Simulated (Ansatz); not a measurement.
## Sr: strain and displacement

```
Sr
1.0
     4.26962    0.00000    0.00000
    -2.13481    3.69760    0.00000
     0.00000    0.00000    6.99868
Sr
2
Direct
  0.33333 0.66667 0.25000
  0.66667 0.33333 0.75000
```

Atoms are numbered in the order listed.

The cell was built from the hcp type and relaxed in the same program, and has space group P6_3/mmc; it needn't be a known or the stable phase.

These are results of DFT, PBE, all-electron LAPW, scalar-relativistic in Ansatz 0.2.0, not measurements.

Numerical set-up: a Γ-centred 11×11×6 k mesh, Fermi–Dirac smearing of 0.08 eV, basis error target 1 meV/atom, no spin polarisation.

The unchanged cell is at 0.01 GPa, so energy changes include a term −P ΔV where the volume moves.

In a metal, stresses and small energies carry noise from the k mesh.

x, y and z are the Cartesian axes of the cell as listed; fractional coordinates follow a strain, and an engineering shear is twice the off-diagonal strain component.

One change gave: energy change +19 meV/atom; stress change (xx, yy, zz, yz, xz, xy) 1.45, 1.45, 0.34, 0.00, 0.00, 0.00 GPa, compression positive. Which change was it?
A. atom 1 (Sr) moved by (0.0849, 0.0849, 0.0000) Å
B. z strained by +1.5 % at fixed volume
C. x and y strained by -4 %, z held

C. For z strained by +1.5 % at fixed volume: energy change +1 meV/atom; stress change (xx, yy, zz, yz, xz, xy) 0.17, 0.17, -0.34, 0.00, 0.00, 0.00 GPa, compression positive. For atom 1 (Sr) moved by (0.0849, 0.0849, 0.0000) Å: energy change +1 meV/atom; stress change (xx, yy, zz, yz, xz, xy) -0.11, 0.10, 0.01, 0.00, 0.00, -0.11 GPa, compression positive; change of the force on Sr1 (-0.021, -0.025, 0.000) eV/Å.

What force constant does this one finite step give for Sr1 along its displacement (all its periodic images move with it)?

k = −ΔF·u/|u|² = 0.27 eV/Å², so the force pulls the atom back.
